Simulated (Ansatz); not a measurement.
The system is Sb.

```
Sb
1.0
    -1.87134    1.87134    1.87134
     1.87134   -1.87134    1.87134
     1.87134    1.87134   -1.87134
Sb
1
Direct
  0.00000 0.00000 0.00000
```

This isn't the form of Sb at room conditions, which is rhombohedral.

Below is the output of Ansatz 0.2.0 for this cell. Logs are shortened: lines on timing, memory, paths and dates and some standing lists are left out, and cuts for length are marked.

```text
Warning: RAYON_NUM_THREADS=2 ignored (pool sized by the plan → 2); use --threads N
Engine: ansatz 0.2.0, x86_64-unknown-linux-gnu
Pseudopotentials: kind: paw
Pseudopotential: Sb, paw, valence charge 15, recommended cutoff 420 eV (normal), Sb.paw.azcp
Functional definition: PBE
  parameter kappa = 0.804
  parameter beta = 0.06672455060314922
  exchange = pbe_x(kappa = kappa, mu = beta*pi^2/3)
  correlation = pbe_c(beta = beta)
Crystal: 1 atoms, lattice volume = 26.213 Å³
Basis set: ecut = 420 eV, 531 PW (Γ), exchange–correlation on 48×48×48 points (8 copies of the dense FFT grid, shifted against one another)
Bands: 12, of which v1, the nominal top of the filled ones, is band 8 counted from 1 (7 counted from 0)
Symmetry: 48 space group operations
Space group: Im-3m (ITA 229), of the structure as read, at distance tolerance 3.0e-5 Å
k-points: 47 of 1000
Non-local potential: Sb, projectors of the file, l = 0: 2, l = 1: 2, l = 2: 2, l = 3: 2
PAW form: soft (Blöchl's): semilocal exchange-correlation on the pseudo side does not see the compensation charge
PAW one-centre angular grid: Sb, 590 points (default); XC on 64 Gauss nodes
Initial density: superposition of atomic densities (neutral atoms: chi_scale 0, normalization atom), corrected by the library's trained network
Initial wavefunctions: pseudopotential atomic-orbital guess
Functional: x = pbe(κ = 0.804, μ = 0.2195149727645171), c = pbe(β = 0.06672455060314922)
SCF iter   1: F=—  HF=-6484.236103 eV  |F-HF|=—  |Δ(HF+E_count)|=         —  Δρ=8.82e-4  dr2=1.36e-4  ethr=1.77e-3  ⟨swp⟩=5.8  Hψ=3336  notcnv=0
preconditioner: auto → Kerker (q_TF=auto, 2.486 Å⁻¹)  [metal: Δε(μ)=0.022 eV  Ē_g=12.656 eV  σ=0.050 eV  W_gap=0.11  n_scr=12 (ndim 8)  ℏωp=16.2 eV  f_vac=0.000  D(μ)=1.17/eV (n_scr^D=12)]
SCF iter   2: F=—  HF=-6484.235606 eV  |F-HF|=—  |Δ(HF+E_count)|=   4.97e-4  Δρ=5.85e-4  dr2=2.57e-5  ethr=9.09e-7  ⟨swp⟩=2.4  Hψ=1319  notcnv=0
SCF iter   3: F=—  HF=-6484.235636 eV  |F-HF|=—  |Δ(HF+E_count)|=   2.97e-5  Δρ=3.22e-4  dr2=8.02e-6  ethr=1.72e-7  ⟨swp⟩=2.1  Hψ=668  notcnv=0
SCF iter   4: F=—  HF=-6484.235650 eV  |F-HF|=—  |Δ(HF+E_count)|=   1.38e-5  Δρ=1.29e-4  dr2=1.45e-6  ethr=5.35e-8  ⟨swp⟩=2.0  Hψ=666  notcnv=0
SCF iter   5: F=—  HF=-6484.235653 eV  |F-HF|=—  |Δ(HF+E_count)|=   2.99e-6  Δρ=2.99e-5  dr2=1.54e-7  ethr=9.68e-9  ⟨swp⟩=2.0  Hψ=669  notcnv=0
[... 42 lines left out ...]
basis re-selected at this cell: Δ(F+E_penalty+E_count) = -2.735e-4 eV, ΔP = -0.007 GPa vs the last step (what re-selecting the basis moved, of the pressure what is left beyond the Pulay correction that the steps carried, after the strain that the cell walked since its last selection, with what the two solves' SCF thresholds leave and, on support functions, any second-order correction that the steps lacked; it is no measure of the basis error at this ecutwfc). This SCF's stress stands 4.44e-3 GPa from its target on what of the cell is left free (relax.cell.stress_tol is 5.00e-2 GPa) and its largest allowed force component is 0.00e0 eV/Å (relax.f_tol is 1.00e-2 eV/Å): within both
SCF converged after 5 iterations
Free energy (F): -6484.247874 eV
Harris-Foulkes:  -6484.247874 eV  (|F-HF|=2.73e-12)
Internal energy: -6484.239119 eV  (E = F + TS)
E sigma→0 (E₀):  -6484.243497 eV
Entropy (-TS):   -0.008755 eV (-8.755 meV/atom)
Fermi energy:    11.256370 eV
--- Per-component energies (eV) ---
  E_band       = -148.930129
  E_kinetic    = 206.321539
  E_local      = -1450.303502  (includes V_loc(G=0)·N_el)
  E_nonlocal   = 361.416266
  E_hartree    = 661.285153
  E_xc         = -138.413949
  E_vxc        = -96.181829  (∫ρ·V_xc dr)
  E_paw        = -4574.409978  (= ΣΔE_a)
  E_vpaw       = -492.752881  (= ΣTr[D̂ρ^β])
  E_aug_tail   = -0.000001  (compensation charges beyond the density's cutoff)
  E_ewald      = -1550.134647
  E_smearing   = -0.008755  (= −TS)
  E_closure    = 0.000000  (closes the sum)
  Σ components = -6484.247874   (vs F -6484.247874, Δ=0.00e0)
--- Forces (eV/Å), atoms counted from 1 ---
  atom   1  Sb     0.00000000    -0.00000000    -0.00000000
  max |Σ_I F_I| component: 1.58e-30 eV/Å
--- Stress (GPa, compression-positive) ---
       -0.004437       0.000000      -0.000000
        0.000000      -0.004437       0.000000
       -0.000000       0.000000      -0.004437
  P = ⅓ Tr σ = -0.0044 GPa (-0.044 kbar)
--- Band table (eV; the first three rows and the last of 47) ---
  k-point 0: bands = ["-17.9707", "-17.9707", "-17.9707", "-17.9062", "-17.9062", "-1.4123", "16.5922", "16.5922", "16.5922", "22.3905", "22.3905", "22.3905"]
  k-point 1: bands = ["-17.9725", "-17.9671", "-17.9605", "-17.9083", "-17.9066", "-1.2072", "15.1207", "15.9831", "16.4276", "20.8529", "21.0811", "22.4619"]
  k-point 2: bands = ["-17.9772", "-17.9588", "-17.9335", "-17.9129", "-17.9078", "-0.5965", "12.3254", "14.8347", "15.9905", "19.4151", "19.8794", "22.3826"]
  k-point 46: bands = ["-17.9724", "-17.9724", "-17.8718", "-17.8718", "-17.8718", "5.5757", "9.3210", "9.3210", "9.3210", "14.3021", "14.3021", "28.3919"]
--- Relaxed structure (4 steps of the walk, 4 accepted, 1 SCFs on fresh bases) ---
  F+E_penalty+E_count = -6484.24787415 eV   max|allowed force component| = 0.000e0 eV/Å   (the final SCF, on the basis selected at the relaxed cell)
  cell:  # Å, volume = 27.5045 Å³
    - [-1.90158095419637, 1.90158095419637, 1.90158095419637]
    - [1.90158095419637, -1.90158095419637, 1.90158095419637]
    - [1.90158095419637, 1.90158095419637, -1.90158095419637]
  atoms:
    - { symbol: Sb, position: [0.0, 0.0, 0.0] }
```

Q: Write the input and the command behind it.

A: Relaxation of cell and atoms with PBE, no spin polarisation. The files as run (others can give the same):

input.yaml
```yaml
crystal:
  lattice:
    - [-1.8713408863, 1.8713408863, 1.8713408863]
    - [1.8713408863, -1.8713408863, 1.8713408863]
    - [1.8713408863, 1.8713408863, -1.8713408863]
  atoms:
    - { symbol: Sb, position: [0.0, 0.0, 0.0] }
hamiltonian:
  xc: pbe
  pseudopotentials: { kind: paw }
kpoints:
  mp_grid: { grid: [10, 10, 10] }
scf:
  occupations: { method: fermi_dirac, width: 0.05 }
output:
  forces: true
  stress: true
  eigenvalues: true
  write_density: true
  write_potential: true
  elf: true
  volumetric_format: npy
relax:
  f_tol: 0.01
  max_steps: 40
  cell: { stress_tol: 0.05 }
```

Potentials or basis: Ansatz PAW.
The run is started by
```console
$ ansatz run input.yaml --threads 2 --pin off --max-ram 5632MiB --backend cpu --events-out ev --progress --plain --runs-dir out
```

Caveat: the plane-wave basis is chosen anew once the cell has moved, so the energies of steps on either side of that aren't comparable.
